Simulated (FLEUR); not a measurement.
# PtSe2 (Sudovikovite) (P-3m1) in FLEUR: further runs

One crystal, PtSe2 (Sudovikovite), is run at these levels: LDA (Wigner correlation); tasks: band structure, equation of state.

Program: FLEUR MaX-R8.1 (later development tree). These are calculated values, not measurements. Logs are shortened: lines on timing, memory, paths and dates and some standing lists are left out, and cuts for length are marked.

## 1. The structure

Symmetry: P-3m1, No. 164, trigonal system. The conventional cell has a = 3.724 Å, b = 3.724 Å, c = 5.062 Å, α = 90.00°, β = 90.00°, γ = 120.00°. Pt (site symmetry -3m) is surrounded by 6 Se at 2.49 Å. Around Se (site symmetry 3m) lie 3 Pt at 2.49 Å.

## 2. Band structure, LDA (Wigner correlation)

inp.xml reads:

```xml
<?xml version="1.0" encoding="UTF-8" standalone="no"?>
<fleurInput fleurInputVersion="0.39">
   <comment>
      PtSe2                                                                                               
   </comment>
   <calculationSetup>
      <cutoffs Kmax="5.16" Gmax="16.0" GmaxXC="16.0" numbands="0"/>
      <scfLoop itmax="60" minDistance="0.00001" maxIterBroyd="15" imix="Anderson" alpha="0.05" precondParam="0.0" spinf="2.0" sdNocoIR="T"/>
      <coreElectrons ctail="T" frcor="F" kcrel="0" coretail_lmax="0"/>
      <xcFunctional name="wign" relativisticCorrections="F"/>
      <magnetism jspins="1"/>
      <soc l_soc="F" theta="0.0" phi="0.0" spav="F"/>
      <expertModes spex="0" secvar="F"/>
      <geometryOptimization l_f="F" forcealpha="1.0" forcemix="BFGS" epsdisp="0.00001" epsforce="0.00001"/>
      <ldaU l_linMix="F" mixParam="0.05" spinf="1.0"/>
   </calculationSetup>
   <cell>
      <bzIntegration valenceElectrons="50.0" mode="hist" fermiSmearingEnergy="0.00183747">
         <kPointListSelection listName="default-1"/>
         <!-- k-points included here -->
         <xi:include xmlns:xi="http://www.w3.org/2001/XInclude" href="kpts.xml"> </xi:include>
      </bzIntegration>
      <!-- symmetry operations included here -->
      <xi:include xmlns:xi="http://www.w3.org/2001/XInclude" href="sym.xml"> </xi:include>
      <bulkLattice scale="1.0">
         <bravaisMatrix>
[... 33 lines left out ...]
         <energyParameters s="4" p="4" d="4" f="4"/>
         <lo type="SCLO" l="2" n="3" eDeriv="0"/>
         <lo type="SCLO" l="0" n="4" eDeriv="2"/>
         <lo type="SCLO" l="1" n="4" eDeriv="2"/>
         <lo type="SCLO" l="3" n="4" eDeriv="2"/>
      </species>
   </atomSpecies>
   <atomGroups>
      <atomGroup species="Platinum (Pt)">
         <relPos label="                   1">.0000000000 .0000000000 .0000000000</relPos>
         <force calculate="T" relaxXYZ="TTT"/>
      </atomGroup>
      <atomGroup species="Selenium (Se)">
         <relPos label="                   2">-1.000/3.000 1.000/3.000 -1.000/4.000</relPos>
         <relPos label="                   3">1.000/3.000 -1.000/3.000 1.000/4.000</relPos>
         <force calculate="T" relaxXYZ="TTT"/>
      </atomGroup>
   </atomGroups>
   <output dos="F" band="F" slice="F">
      <checks vchk="F" cdinf="F"/>
      <bandDOS minEnergy="-.5*Htr" maxEnergy="0.5*Htr" sigma="0.015" storeEVData="T"/>
      <vacuumDOS vacdos="F" integ="F" star="F" nstars="0" locx1="0.0" locy1="0.0" locx2="0.0" locy2="0.0" nstm="0" tworkf="0.0"/>
      <unfoldingBand unfoldBand="F" supercellX="1" supercellY="1" supercellZ="1"/>
      <plotting iplot="0" polar="F">
         <plot TwoD="T" vec1="  1.0  0.0  0.0" vec2="  0.0  1.0  0.0" vec3="  0.0  0.0  1.0" zero="  0.0  0.0  0.0" file="plot"/>
      </plotting>
      <chargeDensitySlicing numkpt="0" minEigenval="0.0" maxEigenval="0.0" nnne="0" pallst="F"/>
      <specialOutput eonly="F"/>
      <moessbauerParams electricFieldGradient="T" isomerShift="T" coreHyperfine="T" valenceHyperfine="T"/>
      <magneticCircularDichroism mcd="F" energyLo="-10.0" energyUp="0.0"/>
   </output>
  <!-- We include the file relax.xml here to enable relaxations (see documentation) -->
  <xi:include xmlns:xi="http://www.w3.org/2001/XInclude" href="relax.xml"> <xi:fallback/> </xi:include>
</fleurInput>
```

crystal.txt reads:

```
PtSe2
&input cartesian=F /
3.7240000000  0.0000000000  0.0000000000
-1.8620000000  3.2250786037  0.0000000000
0.0000000000  0.0000000000  5.0620000000
1.8897261246
1.0 1.0 1.0

3
78 0.0000000000  0.0000000000  0.0000000000
34 0.6666666667  0.3333333333  0.7500000000
34 0.3333333333  0.6666666667  0.2500000000

&kpt div1=8 div2=8 div3=5 gamma=T /
```

inp.xml (bands) reads:

```
<?xml version="1.0" encoding="UTF-8" standalone="no"?>
<fleurInput fleurInputVersion="0.39">
   <comment>
      PtSe2                                                                                               
   </comment>
   <calculationSetup>
      <cutoffs Kmax="5.16" Gmax="16.0" GmaxXC="16.0" numbands="0"/>
      <scfLoop itmax="60" minDistance="0.00001" maxIterBroyd="15" imix="Anderson" alpha="0.05" precondParam="0.0" spinf="2.0" sdNocoIR="T"/>
      <coreElectrons ctail="T" frcor="F" kcrel="0" coretail_lmax="0"/>
      <xcFunctional name="wign" relativisticCorrections="F"/>
      <magnetism jspins="1"/>
      <soc l_soc="F" theta="0.0" phi="0.0" spav="F"/>
      <expertModes spex="0" secvar="F"/>
      <geometryOptimization l_f="F" forcealpha="1.0" forcemix="BFGS" epsdisp="0.00001" epsforce="0.00001"/>
      <ldaU l_linMix="F" mixParam="0.05" spinf="1.0"/>
   </calculationSetup>
   <cell>
      <bzIntegration valenceElectrons="50.0" mode="hist" fermiSmearingEnergy="0.00183747">
         <kPointListSelection listName="path-1"/>
         <!-- k-points included here -->
         <xi:include xmlns:xi="http://www.w3.org/2001/XInclude" href="kpts.xml"> </xi:include>
      </bzIntegration>
      <!-- symmetry operations included here -->
      <xi:include xmlns:xi="http://www.w3.org/2001/XInclude" href="sym.xml"> </xi:include>
      <bulkLattice scale="1.0">
         <bravaisMatrix>
            <row-1>    7.0373400880104002     0.0000000000000000     0.0000000000000000</row-1>
[... 34 lines left out ...]
         <lo type="SCLO" l="0" n="4" eDeriv="2"/>
         <lo type="SCLO" l="1" n="4" eDeriv="2"/>
         <lo type="SCLO" l="3" n="4" eDeriv="2"/>
      </species>
   </atomSpecies>
   <atomGroups>
      <atomGroup species="Platinum (Pt)">
         <relPos label="                   1">.0000000000 .0000000000 .0000000000</relPos>
         <force calculate="T" relaxXYZ="TTT"/>
      </atomGroup>
      <atomGroup species="Selenium (Se)">
         <relPos label="                   2">-1.000/3.000 1.000/3.000 -1.000/4.000</relPos>
         <relPos label="                   3">1.000/3.000 -1.000/3.000 1.000/4.000</relPos>
         <force calculate="T" relaxXYZ="TTT"/>
      </atomGroup>
   </atomGroups>
   <output dos="F" band="T" slice="F">
      <checks vchk="F" cdinf="F"/>
      <bandDOS minEnergy="-.5*Htr" maxEnergy="0.5*Htr" sigma="0.015" storeEVData="T"/>
      <vacuumDOS vacdos="F" integ="F" star="F" nstars="0" locx1="0.0" locy1="0.0" locx2="0.0" locy2="0.0" nstm="0" tworkf="0.0"/>
      <unfoldingBand unfoldBand="F" supercellX="1" supercellY="1" supercellZ="1"/>
      <plotting iplot="0" polar="F">
         <plot TwoD="T" vec1="  1.0  0.0  0.0" vec2="  0.0  1.0  0.0" vec3="  0.0  0.0  1.0" zero="  0.0  0.0  0.0" file="plot"/>
      </plotting>
      <chargeDensitySlicing numkpt="0" minEigenval="0.0" maxEigenval="0.0" nnne="0" pallst="F"/>
      <specialOutput eonly="F"/>
      <moessbauerParams electricFieldGradient="T" isomerShift="T" coreHyperfine="T" valenceHyperfine="T"/>
      <magneticCircularDichroism mcd="F" energyLo="-10.0" energyUp="0.0"/>
   </output>
  <!-- We include the file relax.xml here to enable relaxations (see documentation) -->
  <xi:include xmlns:xi="http://www.w3.org/2001/XInclude" href="relax.xml"> <xi:fallback/> </xi:include>
</fleurInput>
```

Potentials or basis: all-electron, FLAPW.

The run is started by

```sh
$ inpgen -f crystal.txt -profile fastHighL
$ # inp.xml edited to the form shown
$ fleur_MPI
$ fleur_MPI   # second run, on inp.xml (bands)
```

Log:

```text
Welcome to FLEUR        (www.flapw.de)
      MaX-Release 8.1          (www.max-centre.eu)

 ========== k-point set info ==========
 Selected k-point list: default-1
 k-point list type: mesh
 8 x 8 x 5
 Number of k points: 40

 ------------Calculation Setup---------------------------
 Number of MPI-tasks      :            1
 Number of PE/node        :            1
 Number of OMP-threads    :            1
 Most efficient MPI parallelization for:
           1           2           4           5           8          10          20          40
 Additional eigenvalue parallelization possible
 Number of basis functions:         1064
 Approximate size of matrices (H+S) per k-point:         0.017 GB
 --------------------------------------------------------
 Iteration:     1   Distance:      14.40223664 me/bohr^3
 Iteration:     2   Distance:      12.20414596 me/bohr^3
 Iteration:     3   Distance:       6.20405595 me/bohr^3
 Iteration:     4   Distance:       3.29752209 me/bohr^3
 Iteration:     5   Distance:       1.66726607 me/bohr^3
 Iteration:     6   Distance:       0.50634033 me/bohr^3
 Iteration:     7   Distance:       0.43802599 me/bohr^3
 Iteration:     8   Distance:       0.08215894 me/bohr^3
 Iteration:     9   Distance:       0.04305447 me/bohr^3
 Iteration:    10   Distance:       0.01381335 me/bohr^3
 Iteration:    11   Distance:       0.00235407 me/bohr^3
 Iteration:    12   Distance:       0.00237596 me/bohr^3
 Iteration:    13   Distance:       0.00050565 me/bohr^3
 Iteration:    14   Distance:       0.00008480 me/bohr^3
 Iteration:    15   Distance:       0.00008644 me/bohr^3
 Iteration:    16   Distance:       0.00007548 me/bohr^3
 Iteration:    17   Distance:       0.00004609 me/bohr^3
 Iteration:    18   Distance:       0.00001874 me/bohr^3
 Iteration:    19   Distance:       0.00000518 me/bohr^3

 ********************************************************************
 Run finished successfully
 Stop message:
   all done
 ********************************************************************
```

It took 5.6 min on 1 thread of Arm Neoverse V1, shared host; peak memory 0.11 GiB.

What came out:

```yaml
Free_energy: -633595.4954 eV
Band_gap_along_the_path: none (metal or under the smearing width)
Valence_electrons_inside_the_program's_atomic_spheres: Pt 16.46; Se 12.84 (radii Pt 2.46, Se 1.9 bohr)
```

Levels at the corners of the path, in eV from the Fermi level:
```csv
point,band 21,band 22,band 23,band 24,band 25,band 26,band 27,band 28,band 29,band 30
Γ,-4.02,-2.58,-1.09,-1.09,0.38,1.45,1.45,3.39,3.93,7.16
M,-3.79,-3.59,-3.49,-3.42,-3.01,0.61,2.36,4.68,5.63,6.88
K,-4.79,-3.78,-2.73,-1.84,-1.84,-0.04,-0.04,3.91,7.43,8.64
Γ,-4.02,-2.58,-1.09,-1.09,0.38,1.45,1.45,3.39,3.93,7.16
A,-4.05,-3.05,-1.74,-1.52,-1.52,2.31,2.31,4.61,6.16,6.65
L,-3.54,-3.50,-3.23,-2.89,-1.41,0.96,1.48,4.44,4.52,7.02
H,-4.54,-4.28,-3.67,-2.51,-2.51,1.99,1.99,6.45,7.12,7.12
A,-4.05,-3.05,-1.74,-1.52,-1.52,2.31,2.31,4.61,6.16,6.65
L,-3.54,-3.50,-3.23,-2.89,-1.41,0.96,1.48,4.44,4.52,7.02
M,-3.79,-3.59,-3.49,-3.42,-3.01,0.61,2.36,4.68,5.63,6.88
K,-4.79,-3.78,-2.73,-1.84,-1.84,-0.04,-0.04,3.91,7.43,8.64
H,-4.54,-4.28,-3.67,-2.51,-2.51,1.99,1.99,6.45,7.12,7.12
```

Core levels (eV from the Fermi level):
| atom | levels |
| --- | --- |
| 1 Pt | 1s1/2 -78248.3, 2s1/2 -13734.7, 2p1/2 -13166.4, 2p3/2 -11439.0, 3s1/2 -3223.6, 3p1/2 -2968.2, 3p3/2 -2588.6, 4s1/2 -690.1, 3d3/2 -2162.5, 3d5/2 -2080.6, 4p1/2 -581.9, 4p3/2 -491.2, 4d3/2 -313.7, 4d5/2 -296.9, 4f5/2 -69.9, 4f7/2 -66.4 |
| 2 Se | 1s1/2 -12473.5, 2s1/2 -1598.5, 2p1/2 -1434.9, 2p3/2 -1393.2, 3s1/2 -207.4, 3p1/2 -151.5, 3p3/2 -145.6 |
| 3 Se | 1s1/2 -12473.5, 2s1/2 -1598.5, 2p1/2 -1434.9, 2p3/2 -1393.2, 3s1/2 -207.4, 3p1/2 -151.5, 3p3/2 -145.6 |

Caveat: spin-orbit coupling is left out, which moves the levels of the heavy elements.

## 3. Equation of state, LDA (Wigner correlation), 19.05 Å³/atom (volume scaled by 0.94)

Changes to inp.xml since step 2:

```diff
@@ -6,3 +6,3 @@
    <calculationSetup>
-      <cutoffs Kmax="5.16" Gmax="16.0" GmaxXC="16.0" numbands="0"/>
+      <cutoffs Kmax="5.3" Gmax="16.4" GmaxXC="16.4" numbands="0"/>
       <scfLoop itmax="60" minDistance="0.00001" maxIterBroyd="15" imix="Anderson" alpha="0.05" precondParam="0.0" spinf="2.0" sdNocoIR="T"/>
@@ -24,3 +24,3 @@
       <xi:include xmlns:xi="http://www.w3.org/2001/XInclude" href="sym.xml"> </xi:include>
-      <bulkLattice scale="1.0">
+      <bulkLattice scale="0.9795861087">
          <bravaisMatrix>
@@ -34,3 +34,3 @@
       <species name="Platinum (Pt)" element="Pt" atomicNumber="78">
-         <mtSphere radius="2.46" gridPoints="813" logIncrement="0.016"/>
+         <mtSphere radius="2.39" gridPoints="813" logIncrement="0.016"/>
          <atomicCutoffs lmax="10" lnonsphr="8"/>
@@ -51,3 +51,3 @@
       <species name="Selenium (Se)" element="Se" atomicNumber="34">
-         <mtSphere radius="1.9" gridPoints="629" logIncrement="0.019"/>
+         <mtSphere radius="1.85" gridPoints="629" logIncrement="0.019"/>
          <atomicCutoffs lmax="8" lnonsphr="6"/>
```

Potentials or basis: all-electron, FLAPW.

The run is started by

```sh
$ inpgen -f crystal.txt -profile fastHighL
$ # inp.xml edited to the form shown
$ fleur_MPI
```

Log:

```text
Welcome to FLEUR        (www.flapw.de)
      MaX-Release 8.1          (www.max-centre.eu)

 ========== k-point set info ==========
 Selected k-point list: default-1
 k-point list type: mesh
 8 x 8 x 5
 Number of k points: 40

 ------------Calculation Setup---------------------------
 Number of MPI-tasks      :            1
 Number of PE/node        :            1
 Number of OMP-threads    :            1
 Most efficient MPI parallelization for:
           1           2           4           5           8          10          20          40
 Additional eigenvalue parallelization possible
 Number of basis functions:         1083
 Approximate size of matrices (H+S) per k-point:         0.017 GB
 --------------------------------------------------------
 Iteration:     1   Distance:      14.67212630 me/bohr^3
 Iteration:     2   Distance:      12.53377160 me/bohr^3
 Iteration:     3   Distance:       6.31426453 me/bohr^3
 Iteration:     4   Distance:       3.39573440 me/bohr^3
 Iteration:     5   Distance:       1.64478777 me/bohr^3
 Iteration:     6   Distance:       0.48747983 me/bohr^3
 Iteration:     7   Distance:       0.40668721 me/bohr^3
 Iteration:     8   Distance:       0.08430966 me/bohr^3
 Iteration:     9   Distance:       0.02647796 me/bohr^3
 Iteration:    10   Distance:       0.01187890 me/bohr^3
 Iteration:    11   Distance:       0.00211020 me/bohr^3
 Iteration:    12   Distance:       0.00184178 me/bohr^3
 Iteration:    13   Distance:       0.00038176 me/bohr^3
 Iteration:    14   Distance:       0.00007637 me/bohr^3
 Iteration:    15   Distance:       0.00006461 me/bohr^3
 Iteration:    16   Distance:       0.00005432 me/bohr^3
 Iteration:    17   Distance:       0.00002423 me/bohr^3
 Iteration:    18   Distance:       0.00000944 me/bohr^3

 ********************************************************************
 Run finished successfully
 Stop message:
   all done
 ********************************************************************
```

out.xml (last iteration):

```text
<iteration numberForCurrentRun="   18" overallNumber="   18">
         <energyParameters units="Htr">
            <atomicEP atomType="1" spin="1" branch="6s" branchLowest="-3.25" branchHighest="1.78" value="0.1218315376"/>
            <atomicEP atomType="1" spin="1" branch="6p" branchLowest="-1.53" branchHighest="2.79" value="0.2798650604"/>
            <atomicEP atomType="1" spin="1" branch="5d" branchLowest="-10.75" branchHighest="0.55" value="0.2299585661"/>
            <atomicEP atomType="1" spin="1" branch="5f" branchLowest="-2.09" branchHighest="2.69" value="0.5667298470"/>
[... 142 lines left out ...]
            </atomTypeDependentContributions>
            <tkbTimesEntropy value="0.0002236037"/>
            <freeEnergy value="-23284.1979858596"/>
            <extrapolationTo0K value="-23284.1978740577"/>
         </totalEnergy>
         <densityConvergence units="me/bohr^3">
            <chargeDensity spin="1" distance="0.0000094448"/>
         </densityConvergence>
      </iteration>
```

It took 5.1 min on 1 thread of Arm Neoverse V1, shared host; peak memory 0.11 GiB.

What came out:

| Quantity | Value |
| --- | --- |
| Free energy | -633595.3048 eV |
| Band gap on the k mesh | none (metal or under the smearing width) |
| Valence electrons inside the program's atomic spheres | Pt 16.28; Se 12.69 (radii Pt 2.39, Se 1.85 bohr) |

## 4. Equation of state, LDA (Wigner correlation), 19.45 Å³/atom (volume scaled by 0.96)

Changes to inp.xml since step 3:

```diff
@@ -24,3 +24,3 @@
       <xi:include xmlns:xi="http://www.w3.org/2001/XInclude" href="sym.xml"> </xi:include>
-      <bulkLattice scale="0.9795861087">
+      <bulkLattice scale="0.9864848297">
          <bravaisMatrix>
```

The run is started by

```sh
$ inpgen -f crystal.txt -profile fastHighL
$ # inp.xml edited to the form shown
$ fleur_MPI
```

Wall time 6.1 min (1 thread of Arm Neoverse V1, shared host); peak memory 0.12 GiB.

Results (log left out):

```yaml
Free_energy: -633595.3930 eV
Band_gap_on_the_k_mesh: none (metal or under the smearing width)
Valence_electrons_inside_the_program's_atomic_spheres: Pt 16.24; Se 12.68 (radii Pt 2.39, Se 1.85 bohr)
```

## 5. Equation of state, LDA (Wigner correlation), 20.27 Å³/atom

Changes to inp.xml since step 4:

```diff
@@ -24,3 +24,3 @@
       <xi:include xmlns:xi="http://www.w3.org/2001/XInclude" href="sym.xml"> </xi:include>
-      <bulkLattice scale="0.9864848297">
+      <bulkLattice scale="1.0000000000">
          <bravaisMatrix>
```

The run is started by

```sh
$ inpgen -f crystal.txt -profile fastHighL
$ # inp.xml edited to the form shown
$ fleur_MPI
```

Run time: 6.5 min. Hardware: 1 thread of Arm Neoverse V1, shared host; peak memory 0.12 GiB.

Results (log left out):

- Free energy: -633595.4913 eV
- Band gap on the k mesh: none (metal or under the smearing width)
- Valence electrons inside the program's atomic spheres: Pt 16.17; Se 12.66 (radii Pt 2.39, Se 1.85 bohr)

## 6. Equation of state, LDA (Wigner correlation), 21.08 Å³/atom (volume scaled by 1.04)

Changes to inp.xml since step 5:

```diff
@@ -24,3 +24,3 @@
       <xi:include xmlns:xi="http://www.w3.org/2001/XInclude" href="sym.xml"> </xi:include>
-      <bulkLattice scale="1.0000000000">
+      <bulkLattice scale="1.0131594038">
          <bravaisMatrix>
```

Potentials or basis: all-electron, FLAPW.

The run is started by

```sh
$ inpgen -f crystal.txt -profile fastHighL
$ # inp.xml edited to the form shown
$ fleur_MPI
```

Run time: 7 min. Hardware: 1 thread of Arm Neoverse V1, shared host; peak memory 0.13 GiB.

The run converged. Its results:

- Free energy: -633595.5030 eV
- Band gap on the k mesh: none (metal or under the smearing width)
- Valence electrons inside the program's atomic spheres: Pt 16.11; Se 12.64 (radii Pt 2.39, Se 1.85 bohr)

## 7. Equation of state, LDA (Wigner correlation), 21.48 Å³/atom (volume scaled by 1.06)

Changes to inp.xml since step 6:

```diff
@@ -24,3 +24,3 @@
       <xi:include xmlns:xi="http://www.w3.org/2001/XInclude" href="sym.xml"> </xi:include>
-      <bulkLattice scale="1.0131594038">
+      <bulkLattice scale="1.0196128224">
          <bravaisMatrix>
```

The run is started by

```sh
$ inpgen -f crystal.txt -profile fastHighL
$ # inp.xml edited to the form shown
$ fleur_MPI
```

It took 7.3 min on 1 thread of Arm Neoverse V1, shared host; peak memory 0.13 GiB.

It converged, with:

```yaml
Free_energy: -633595.4823 eV
Band_gap_on_the_k_mesh: none (metal or under the smearing width)
Valence_electrons_inside_the_program's_atomic_spheres: Pt 16.09; Se 12.63 (radii Pt 2.39, Se 1.85 bohr)
```

## 8. Equation of state, LDA (Wigner correlation)

Potentials or basis: all-electron, FLAPW.

No new run: the results of the series are fitted here.

What came out:

```yaml
Equilibrium_volume: 20.79 Å³/atom
Bulk_modulus_at_fixed_shape_and_positions: 125 GPa
Pressure_derivative_of_the_bulk_modulus: "4.9 (rough: it moves with the points fitted)"
```

Energy against volume, from the lowest point:
| volume (Å³/atom) | energy (meV/atom) |
| --- | --- |
| 19.049 | 66.06 |
| 19.455 | 36.67 |
| 20.265 | 3.91 |
| 21.076 | 0.00 |
| 21.481 | 6.92 |

Caveat: the cell was scaled at fixed shape and fractional positions, which overstates the stiffness of a crystal with free parameters, most of all of layers and chains. Spin-orbit coupling is left out, which matters for the levels of Pt.
